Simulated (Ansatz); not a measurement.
# Ba4Ti4HO11: the cost of one run

Method: DFT, PBE, plane-wave PAW, default files, scalar-relativistic, as far as a step names no other, in Ansatz 0.2.0.

## 1. The system as given

The structure is tetragonal, space group I4/mmm (No. 139). Conventional cell: a = 8.012 Å, b = 8.012 Å, c = 8.012 Å, α = 90.00°, β = 90.00°, γ = 90.00°. Ba (site symmetry m2m) is surrounded by 1 H at 2.83 Å and 11 O at 2.83 Å. Ti (site symmetry 4mm) has 1 H at 2.00 Å and 5 O at 2.00 Å as nearest neighbours. Around Ti (site symmetry -4m2) lie 6 O at 2.00 Å. Around H (site symmetry 4/mmm) lie 2 Ti at 2.00 Å and 4 Ba at 2.83 Å. Around O (site symmetry mmm) lie 2 Ti at 2.00 Å and 4 Ba at 2.83 Å. Around O (site symmetry 4/mmm) lie 2 Ti at 2.00 Å and 4 Ba at 2.83 Å. O (site symmetry m) is surrounded by 2 Ti at 2.00 Å and 4 Ba at 2.83 Å.

As a file:

```
CELL_PARAMETERS angstrom
-4.00600 4.00600 4.00600
4.00600 -4.00600 4.00600
4.00600 4.00600 -4.00600
ATOMIC_POSITIONS crystal
Ba 0.50000 0.50000 0.50000
Ba 0.00000 0.00000 0.50000
Ba 0.00000 0.50000 0.00000
Ba 0.50000 0.00000 0.00000
Ti 0.00000 0.00000 0.00000
Ti 0.50000 0.50000 0.00000
Ti 0.50000 0.00000 0.50000
Ti 0.00000 0.50000 0.50000
H 0.00000 0.25000 0.25000
O 0.50000 0.75000 0.25000
O 0.50000 0.25000 0.75000
O 0.00000 0.75000 0.75000
O 0.25000 0.00000 0.25000
O 0.75000 0.50000 0.25000
O 0.75000 0.00000 0.75000
O 0.25000 0.50000 0.75000
O 0.25000 0.25000 0.00000
O 0.75000 0.75000 0.00000
O 0.75000 0.25000 0.50000
O 0.25000 0.75000 0.50000
```

Atom 9 of the input is the impurity.

## 2. Single point at the given positions

Input file input.yaml:

```yaml
crystal:
  lattice:
    - [-4.006, 4.006, 4.006]
    - [4.006, -4.006, 4.006]
    - [4.006, 4.006, -4.006]
  atoms:
    - { symbol: Ba, position: [0.5, 0.5, 0.5] }
    - { symbol: Ba, position: [0.0, 0.0, 0.5] }
    - { symbol: Ba, position: [0.0, 0.5, 0.0] }
    - { symbol: Ba, position: [0.5, 0.0, 0.0] }
    - { symbol: Ti, position: [0.0, 0.0, 0.0] }
    - { symbol: Ti, position: [0.5, 0.5, 0.0] }
    - { symbol: Ti, position: [0.5, 0.0, 0.5] }
    - { symbol: Ti, position: [0.0, 0.5, 0.5] }
    - { symbol: H, position: [0.0, 0.25, 0.25], spin: 1.0 }
    - { symbol: O, position: [0.5, 0.75, 0.25] }
    - { symbol: O, position: [0.5, 0.25, 0.75] }
    - { symbol: O, position: [0.0, 0.75, 0.75] }
    - { symbol: O, position: [0.25, 0.0, 0.25] }
    - { symbol: O, position: [0.75, 0.5, 0.25] }
    - { symbol: O, position: [0.75, 0.0, 0.75] }
    - { symbol: O, position: [0.25, 0.5, 0.75] }
    - { symbol: O, position: [0.25, 0.25, 0.0] }
    - { symbol: O, position: [0.75, 0.75, 0.0] }
    - { symbol: O, position: [0.75, 0.25, 0.5] }
    - { symbol: O, position: [0.25, 0.75, 0.5] }
magnetization:
  spin_polarized: true
kpoints:
  mp_grid: { grid: [3, 3, 3] }
scf:
  occupations: { method: fermi_dirac, width: 0.01 }
hamiltonian:
  xc: pbe
  pseudopotentials: { kind: paw }
output:
  forces: true
  stress: true
  populations: true
  efg:
    quadrupole_moments_barn: { Ba: 0.236, Ti: 0.247, H: 0.00285783, O: -0.02558 }
    contact_densities: true
```

On the command line:

```bash
$ ansatz run input.yaml --threads 1 --pin off --max-ram 3072MiB --backend cpu --events-out ev --progress --plain --runs-dir out
```

What time and memory should one allow on 1 thread of Arm Neoverse V2, shared host?

About 48 s, with a peak of 0.81 GiB.
